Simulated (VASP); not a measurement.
A run of VASP 6.6.1 is set up as follows.

The input POSCAR:

```
As
1.0
    1.8943900000      1.0937300000      3.3616100000
   -1.8943900000      1.0937300000      3.3616100000
    0.0000000000     -2.1874500000      3.3616100000
As
2
Direct
    0.2305600000      0.2305600000      0.2305600000
    0.7694400000      0.7694400000      0.7694400000
```

The input INCAR.step1:

```
PREC = Accurate
ENCUT = 520
EDIFF = 1E-5
ISMEAR = 0
SIGMA = 0.1
LREAL = False
LASPH = True
NELM = 60
ALGO = Normal
ISIF = 2
LWAVE = True
NBANDS = 12
GGA = PE
```

Contents of INCAR.step2:

```
PREC = Accurate
ENCUT = 520
EDIFF = 1E-7
ISMEAR = 0
SIGMA = 0.1
LREAL = False
LASPH = True
NELM = 60
ALGO = Normal
ISIF = 2
LWAVE = False
LCHARG = True
GGA = PE
LHFCALC = True
AEXX = 0.25
PRECFOCK = Fast
HFRCUT = -1
LELF = True
LVHAR = True
NBANDS = 12
ISTART = 1
```

File KPOINTS:

```
Automatic mesh
0
Gamma
  6 6 6
```

Potentials or basis: VASP PAW PBE potentials, release 64 (As).

Run with:

```bash
$ cat potpaw_PBE.64/As/POTCAR > POTCAR
$ cp INCAR.step1 INCAR
$ mpirun -np 1 vasp_std > vasp.out
$ cp INCAR.step2 INCAR
$ mpirun -np 1 vasp_std > vasp.out
```

Q: What does it give for the largest force?

A: 0.582 eV/Å.

Q: Predict the band gap on the k mesh.

A: None (metal or under the smearing width).

Q: Estimate the pressure.

A: -0.2 GPa.

Forces in eV/Å, atoms in the order of the input:
```
As   0.000  0.000 -0.582
As   0.000  0.000  0.582
```

Caveat: the PAW data sets were made with another functional, which shifts forces and pressure a little.
